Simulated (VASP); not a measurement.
# How U changes Yb, part 3 of 3

Wanted: how far the results for Yb hang on the Hubbard correction. The start is a cell from a database of measured crystal structures.

VASP 6.6.1, plane waves and PAW; the level of theory is named at each step.

Still holding for the runs below: The k-mesh is coarse for a metal. DFT+U on an f shell has many metastable occupations, and no search among them was made.

So far. Step 7 (Series over U, start order AFM, U 4 (run 2)): The run ends at a pressure of -1.50 GPa.

## (8) Series over U, start order fm, U 5

This step: PBE, DFT+U (Yb f 5 eV), spin-polarised from a ferromagnetic start; plane waves and PAW (Yb) (VASP 6.6.1).

Input file INCAR:

```
SYSTEM = Yb
PREC = Accurate
ENCUT = 420
EDIFF = 1E-06
NELM = 150
ISMEAR = 0
SIGMA = 0.05
LREAL = .FALSE.
ALGO = Normal
GGA = PE
NBANDS = 35
ISPIN = 2
MAGMOM = 1 1
LDAU = .TRUE.
LDAUTYPE = 2
LDAUL = 3
LDAUU = 5
LDAUJ = 0
LDAUPRINT = 1
LASPH = .TRUE.
LMAXMIX = 6
AMIX = 0.2
BMIX = 1E-04
AMIX_MAG = 0.8
BMIX_MAG = 1E-04
LORBIT = 11
LWAVE = .FALSE.
LCHARG = .FALSE.
NEDOS = 1200
```

Input file POSCAR:

```
Yb
1.0
    0.0000000000      5.4862000000      5.4862000000
    2.7431000000      0.0000000000      2.7431000000
    2.7431000000      2.7431000000      0.0000000000
Yb
2
Direct
    0.0000000000      0.0000000000      0.0000000000
    0.5000000000      0.0000000000      0.0000000000
```

Input file KPOINTS:

```
Automatic mesh
0
Gamma
5 5 5
0 0 0
```

Potentials, in the order of the species: Yb (PBE family, release 64).

Run with:

```console
$ mpirun -np 1 vasp_std
```

The program printed:

```text
[... set-up lines as in an earlier step ...]
 entering main loop
       N       E                     dE             d eps       ncg     rms          rms(c)
DAV:   1     0.317610860291E+03    0.31761E+03   -0.13934E+04  3954   0.779E+03
DAV:   2     0.597548443575E+02   -0.25786E+03   -0.23884E+03  3520   0.817E+02
DAV:   3     0.492513635255E+01   -0.54830E+02   -0.53651E+02  3569   0.172E+02
DAV:   4    -0.471747078229E+01   -0.96426E+01   -0.94935E+01  5095   0.641E+01
[...]
DAV:  18    -0.580385346665E+01   -0.72884E-05   -0.16317E-05  4000   0.458E-02    0.222E-01
DAV:  19    -0.580385468146E+01   -0.12148E-05   -0.87872E-06  3424   0.331E-02    0.114E-01
DAV:  20    -0.580385535141E+01   -0.66995E-06   -0.42233E-06  3160   0.294E-02
   1 F= -.58038554E+01 E0= -.58025085E+01  d E =-.269374E-02  mag=     0.0064
```

It took 3.5 min on 1 MPI rank of AMD EPYC 7R43, shared host; peak memory 0.23 GiB.

From OUTCAR (step 8):

```text
  Total       -0.3773575     -0.3773575     -0.3773575      0.0693799     -0.0693799      0.0693799
  in kB       -7.3228259     -7.3228259     -7.3228259      1.3463545     -1.3463545      1.3463545
  external PRESSURE =      -7.3228259 kB  Pullay stress =       0.0000000 kB

  FREE ENERGIE OF THE ION-ELECTRON SYSTEM (eV)
  ---------------------------------------------------
  free  energy   TOTEN  =        -5.8038553514 eV

  energy  without entropy=       -5.8011616108  energy(sigma->0) =       -5.80250848

 magnetization (x)
# of ion       s       p       d       f       tot
--------------------------------------------------
    1       -0.000   0.000   0.000  -0.000   0.001
    2       -0.000   0.000   0.000  -0.000   0.001
--------------------------------------------------
tot         -0.000   0.001   0.001  -0.000   0.001

[... 3 parts as in an earlier step ...]

[... 1 further part left out ...]
[key lines of the parts left out:]
E-fermi :   1.1908
```

Energy at zero smearing: -5.80251 eV.

The run ends at a pressure of -0.73 GPa.

## (9) Series over U, start order AFM, U 5

This step: PBE, DFT+U (Yb f 5 eV), spin-polarised from an antiferromagnetic start; plane waves and PAW (Yb) (VASP 6.6.1).

INCAR: that of step 8 with these lines changed.

```diff
@@ -12,3 +12,3 @@
 ISPIN = 2
-MAGMOM = 1 1
+MAGMOM = 1 -1
 LDAU = .TRUE.
```

POSCAR is that of step 8.

KPOINTS is that of step 8.

Run with:

```console
$ mpirun -np 1 vasp_std
```

The program printed:

```text
[... set-up lines as in an earlier step ...]
 entering main loop
       N       E                     dE             d eps       ncg     rms          rms(c)
DAV:   1     0.317229003226E+03    0.31723E+03   -0.13766E+04  3930   0.779E+03
DAV:   2     0.602937210242E+02   -0.25694E+03   -0.23726E+03  3444   0.824E+02
DAV:   3     0.545692289795E+01   -0.54837E+02   -0.53709E+02  3496   0.175E+02
DAV:   4    -0.456833342207E+01   -0.10025E+02   -0.98969E+01  5088   0.701E+01
[...]
DAV:  18    -0.580385311857E+01   -0.96315E-05   -0.52675E-05  4528   0.655E-02    0.530E-01
DAV:  19    -0.580385753854E+01   -0.44200E-05   -0.58173E-06  3696   0.693E-02    0.324E-01
DAV:  20    -0.580385787185E+01   -0.33331E-06   -0.20546E-06  2552   0.284E-02
   1 F= -.58038579E+01 E0= -.58025092E+01  d E =-.269740E-02  mag=    -0.0000
```

Run time: 4.1 min. Hardware: 1 MPI rank; peak memory 0.24 GiB.

Parts of OUTCAR (step 9):

```text
  Total       -0.3413453     -0.3413453     -0.3413453      0.0688770     -0.0688770      0.0688770
  in kB       -6.6239885     -6.6239885     -6.6239885      1.3365946     -1.3365946      1.3365946
  external PRESSURE =      -6.6239885 kB  Pullay stress =       0.0000000 kB

  FREE ENERGIE OF THE ION-ELECTRON SYSTEM (eV)
  ---------------------------------------------------
  free  energy   TOTEN  =        -5.8038578719 eV

  energy  without entropy=       -5.8011604690  energy(sigma->0) =       -5.80250917

[... 4 parts as in an earlier step ...]

[... 1 further part left out ...]
[key lines of the parts left out:]
E-fermi :   1.1909
```

Energy at zero smearing: -5.80251 eV.

The run ends at a pressure of -0.66 GPa.

## (10) Series over U, start order fm, U 8

This step: PBE, DFT+U (Yb f 8 eV), spin-polarised from a ferromagnetic start; plane waves and PAW (Yb) (VASP 6.6.1).

INCAR: that of step 9 with these lines changed.

```diff
@@ -12,3 +12,3 @@
 ISPIN = 2
-MAGMOM = 1 -1
+MAGMOM = 1 1
 LDAU = .TRUE.
@@ -16,3 +16,3 @@
 LDAUL = 3
-LDAUU = 5
+LDAUU = 8
 LDAUJ = 0
```

POSCAR is that of step 9.

KPOINTS is that of step 9.

Run with:

```console
$ mpirun -np 1 vasp_std
```

The program printed:

```text
[... set-up lines as in an earlier step ...]
 entering main loop
       N       E                     dE             d eps       ncg     rms          rms(c)
DAV:   1     0.326100617195E+03    0.32610E+03   -0.13915E+04  3912   0.800E+03
DAV:   2     0.640259510614E+02   -0.26207E+03   -0.24186E+03  3634   0.854E+02
DAV:   3     0.536481811993E+01   -0.58661E+02   -0.57327E+02  3519   0.178E+02
DAV:   4    -0.443350394317E+01   -0.97983E+01   -0.96656E+01  5127   0.665E+01
[...]
DAV:  23    -0.532695112217E+01    0.31827E-04   -0.10193E-04  4688   0.166E-01    0.944E-01
DAV:  24    -0.532694819871E+01    0.29235E-05   -0.21963E-05  4853   0.526E-02    0.288E-01
DAV:  25    -0.532694802646E+01    0.17226E-06   -0.52882E-06  3405   0.352E-02
   1 F= -.53269480E+01 E0= -.53254950E+01  d E =-.290610E-02  mag=    -0.0028
```

Elapsed: 4.7 min, on 1 MPI rank; peak memory 0.24 GiB.

OUTCAR, selected parts (step 10):

```text
  Total       -0.2021332     -0.2021332     -0.2021332      0.0747166     -0.0747166      0.0747166
  in kB       -3.9225040     -3.9225040     -3.9225040      1.4499165     -1.4499165      1.4499165
  external PRESSURE =      -3.9225040 kB  Pullay stress =       0.0000000 kB

 POSITION                                       TOTAL-FORCE (eV/Angst)
 -----------------------------------------------------------------------------------
      0.00000      0.00000      0.00000        -0.000000     -0.000000     -0.000000
      0.00000      2.74310      2.74310         0.000000      0.000000      0.000000
 -----------------------------------------------------------------------------------
    total drift:                                0.000000      0.000000      0.000000

  FREE ENERGIE OF THE ION-ELECTRON SYSTEM (eV)
  ---------------------------------------------------
  free  energy   TOTEN  =        -5.3269480265 eV

  energy  without entropy=       -5.3240419223  energy(sigma->0) =       -5.32549497

 magnetization (x)
# of ion       s       p       d       f       tot
--------------------------------------------------
    1        0.000  -0.000  -0.000   0.000  -0.000
    2        0.000  -0.000  -0.000   0.000  -0.000
--------------------------------------------------
tot          0.000  -0.000  -0.000   0.000  -0.000

[... 2 parts as in an earlier step ...]

[... 1 further part left out ...]
[key lines of the parts left out:]
E-fermi :   1.2021
```

The density of states holds every band computed, so its fall toward the upper end of the range is no gap.

Energy at zero smearing: -5.32549 eV.

## (11) Series over U, start order AFM, U 8

This step: PBE, DFT+U (Yb f 8 eV), spin-polarised from an antiferromagnetic start; plane waves and PAW (Yb) (VASP 6.6.1).

INCAR: that of step 10 with these lines changed.

```diff
@@ -12,3 +12,3 @@
 ISPIN = 2
-MAGMOM = 1 1
+MAGMOM = 1 -1
 LDAU = .TRUE.
```

POSCAR is that of step 10.

KPOINTS is that of step 10.

Run with:

```console
$ mpirun -np 1 vasp_std
```

The program printed:

```text
[... set-up lines as in an earlier step ...]
 entering main loop
       N       E                     dE             d eps       ncg     rms          rms(c)
DAV:   1     0.322178502804E+03    0.32218E+03   -0.13769E+04  3946   0.799E+03
DAV:   2     0.648529212415E+02   -0.25733E+03   -0.23816E+03  3439   0.854E+02
DAV:   3     0.547051218436E+01   -0.59382E+02   -0.58238E+02  3486   0.179E+02
DAV:   4    -0.352945040711E+01   -0.90000E+01   -0.88706E+01  4715   0.704E+01
[...]
DAV:  19    -0.532694776557E+01    0.14414E-04   -0.33072E-05  4944   0.222E-01    0.625E-01
DAV:  20    -0.532695001625E+01   -0.22507E-05   -0.34806E-05  4480   0.677E-02    0.229E-01
DAV:  21    -0.532695036383E+01   -0.34758E-06   -0.43063E-06  2680   0.300E-02
   1 F= -.53269504E+01 E0= -.53254971E+01  d E =-.290659E-02  mag=     0.0000
```

Wall time 4 min (1 MPI rank); peak memory 0.23 GiB.

From OUTCAR (step 11):

```text
  Total       -0.1536018     -0.1536018     -0.1536018      0.0754305     -0.0754305      0.0754305
  in kB       -2.9807255     -2.9807255     -2.9807255      1.4637693     -1.4637693      1.4637693
  external PRESSURE =      -2.9807255 kB  Pullay stress =       0.0000000 kB

  FREE ENERGIE OF THE ION-ELECTRON SYSTEM (eV)
  ---------------------------------------------------
  free  energy   TOTEN  =        -5.3269503638 eV

  energy  without entropy=       -5.3240437722  energy(sigma->0) =       -5.32549707

 magnetization (x)
# of ion       s       p       d       f       tot
--------------------------------------------------
    1       -0.000   0.000  -0.000   0.000   0.000
    2        0.000  -0.000   0.000  -0.000  -0.000
--------------------------------------------------
tot          0.000   0.000   0.000   0.000   0.000

[... 3 parts as in an earlier step ...]

[... 1 further part left out ...]
[key lines of the parts left out:]
E-fermi :   1.2022
```

Energy at zero smearing: -5.32550 eV.

The run ends at a pressure of -0.30 GPa.

## (12) Summary

This step: DFT+U series, PBE; plane waves and PAW (VASP 6.6.1).

Derived from the runs above.

Energies at different U are not comparable. U series, by row:

```
U (eV)  J (eV)  LDAUTYPE  start  energy (eV/atom)  mean moment (μB)  gap on the mesh (eV)  pressure (GPa)
     0       0         -     fm            -3.511                 0                     0           -1.89
     0       0         -    afm            -3.511             0.002                     0          -7.727
     4       0         2     fm            -2.996                 0                     0          -1.215
     4       0         2    afm            -2.996                 0                     0          -1.559
     4     0.5         4     fm            -3.048                 0                     0          -1.866
     4     0.5         4    afm            -3.048                 0                     0          -1.504
     5       0         2     fm            -2.901             0.001                     0         -0.7323
     5       0         2    afm            -2.901                 0                     0         -0.6624
     8       0         2     fm            -2.663                 0                     0         -0.3922
     8       0         2    afm            -2.663                 0                     0         -0.2981
```

## (13) Summary of results

| Property | Result |
| --- | --- |
| U = 0 eV, J = 0 eV, fm start | mean size of the moments 0.00 μB |
| U = 0 eV, J = 0 eV, afm start | mean size of the moments 0.00 μB |
| U = 4 eV, J = 0 eV, fm start | mean size of the moments 0.00 μB |
| U = 4 eV, J = 0 eV, afm start | mean size of the moments 0.00 μB |
| U = 4 eV, J = 0.5 eV, fm start | mean size of the moments 0.00 μB |
| U = 4 eV, J = 0.5 eV, afm start | mean size of the moments 0.00 μB |
| U = 5 eV, J = 0 eV, fm start | mean size of the moments 0.00 μB |
| U = 5 eV, J = 0 eV, afm start | mean size of the moments 0.00 μB |
| U = 8 eV, J = 0 eV, fm start | mean size of the moments 0.00 μB |
| U = 8 eV, J = 0 eV, afm start | mean size of the moments 0.00 μB |

**Reading.** In the runs at U = 0, J = 0 eV (afm) and U = 0, J = 0 eV (fm) the charge density had not settled, so their rows mean little. For the ferromagnetic start without J, from U = 0 to 8 eV the mean moment goes from 0.00 to 0.00 μB, the cell stays metallic, and the pressure goes from -1.9 to -0.4 GPa, though two runs that ended in one state differ by 5.8 GPa, so the pressures are that unsure. A jump between neighbouring rows can also mean that the runs ended in different spin or orbital states. U acts inside the PAW spheres, so the same number means something else in a code with other projectors.

[Lines on the potential files, build, host, timing and source positions are cut from VASP's logs without a mark.]

[Logs are printed without paths, hosts, clocks, repeated set-up lines and the standing remarks that a program may print on its own settings, such as how far it seeks lower states.]

[Hosts, paths, dates, database ids (printed as entryN), source tags and the programs' standing remarks are cut or masked in the printed files.]

[In band tables of VASP the shares of atoms and orbitals are scaled to a sum of 1 inside the atoms' spheres.]

[Runs that stopped without an error message from VASP are left out.]
